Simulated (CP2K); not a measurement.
## Mg in CP2K: the effect of functional

The system is Mg.

```xyz
2
Lattice="3.2093 0.0000 0.0000 -1.6046 2.7793 0.0000 0.0000 0.0000 5.2103" Properties=species:S:1:pos:R:3 pbc="T T T"
Mg    1.6047    0.9264    3.9077
Mg    0.0000    1.8529    1.3026
```

Alike in all runs:

```yaml
Program: CP2K 2026.2
Task: single point
Potentials_or_basis: POTENTIAL_UZH Mg GTH-PBE-q10; TZVP-MOLOPT-PBE-GTH basis
Density_cutoff: 19048 eV
k_mesh: 10 × 10 × 5
Occupations: fermi-dirac, width 0.05 eV
Spin: no spin polarisation
```

Q: One run gave: pressure -1.3 GPa. Which functional did it use?
A. LDA
B. HLE16
C. AM05
D. MS2
E. vdW-DF-cx

A: A.

```csv
functional,pressure (GPa)
LDA,-1.3
PBEsol,-0.1
HLE16,-7.1
vdW-DF-cx,0.8
AM05,-0.1
MS2,0.1
```

Caveats: the potentials were made for another functional, which shifts forces and pressure; the basis of atomic orbitals isn't converged, which shifts pressures, moduli and gaps; the potentials were made for a functional far from this one (some runs).

Runs at the PBE level aren't shown here.
